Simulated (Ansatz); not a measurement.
# Energy ranking of Al2Cu3 structures

The calculation used DFT PBE, scalar-relativistic, plane waves, PAW in Ansatz. All cells share a 420 eV cutoff and Γ-centred k meshes spaced at most about 0.3 Å⁻¹ (about 0.25 or finer for metals, 2π included). No spin polarisation.

Energies over the elements count from the elements' standard structures at the same level, with no fitted energy shifts.

All energies are static (0 K, no zero-point motion). The comparison covers the computed candidates alone.

Invented guesses were relaxed alike, and ends that match in structure were merged. ΔE counts from the first row. Coordination counts all near atoms (those within 1.25 times the shortest distance at each site). The ends were matched against large subsets of the Crystallography Open Database and the Materials Project, so a missing match doesn't prove that a structure is unreported.

```tsv
#	reached from	type and space group	atoms	Å³/atom	coordination	ΔE (meV/atom)	gap on mesh (eV)	in databases
1	Al and Cu ordered on hcp sites	P-6m2 (No. 187)	10	13.3	Al 12, Cu 12	0	0.00	no match
2	Al and Cu ordered on fcc sites	R-3m (No. 166)	5	13.6	Al 12, Cu 12	68	0.00	no match
3	Al and Cu ordered on hcp sites	P-3m1 (No. 164)	10	13.7	Al 12, Cu 12	126	0.00	no match
```

The lowest: Space group P-6m2 (No. 187), hexagonal, a = 2.744 Å, c = 20.462 Å. Al on its first site is surrounded by 6 Cu at 2.56–2.61 Å and 6 Al at 2.74 Å; Al on its second site has 6 Cu at 2.59–2.60 Å and 6 Al at 2.74 Å; Cu on a site of symmetry 3m is surrounded by 3 Al at 2.56 Å, 3 Cu at 2.57 Å and 6 Cu at 2.74 Å; Cu on a second site of symmetry 3m has 6 Al at 2.59–2.61 Å and 6 Cu at 2.74 Å; around Cu on a site of symmetry -6m2 lie 6 Al at 2.60 Å and 6 Cu at 2.74 Å; 1 more site not described. Its energy over the elements is −0.10 eV/atom. It lies below the elements, which doesn't yet make it stable against other compounds or structures. An observed structure of this formula, if there is one, may be missing.

```xyz
10
Lattice="2.7435 0.0000 0.0000 -1.3718 2.3760 0.0000 0.0000 0.0000 20.4622" Properties=species:S:1:pos:R:3 pbc="T T T"
Al    1.3718    0.7920   14.2692
Al    1.3718    0.7920   18.4015
Al    1.3718    0.7920    2.0607
Al    1.3718    0.7920    6.1929
Cu    0.0000    1.5840   12.2560
Cu    0.0000    1.5840   16.3487
Cu    0.0000    1.5840    0.0000
Cu    0.0000    1.5840    4.1134
Cu    0.0000    1.5840    8.2062
Cu    1.3718    0.7920   10.2311
```

The second: Space group R-3m (No. 166), trigonal, a = 2.745 Å, c = 31.225 Å. Around Al lie 3 Cu at 2.57 Å and 9 Al at 2.75–2.84 Å; Cu on a site of symmetry -3m is surrounded by 6 Cu at 2.55 Å and 6 Cu at 2.75 Å; Cu on a site of symmetry 3m is surrounded by 3 Cu at 2.55 Å, 3 Al at 2.57 Å and 6 Cu at 2.75 Å. Counting all near atoms, the first and the second both have Al 12, Cu 12. Cells relaxed within their symmetry can be saddle points.

```
Al Cu
1.0
     1.37259    0.79247   10.40828
    -1.37259    0.79247   10.40828
     0.00000   -1.58493   10.40828
Al Cu
2 3
Direct
  0.20436 0.20436 0.20436
  0.79564 0.79564 0.79564
  0.00000 0.00000 0.00000
  0.60249 0.60249 0.60249
  0.39751 0.39751 0.39751
```

Some structure types and database cells were kept out of the candidates from the start, so a known form may be missing.
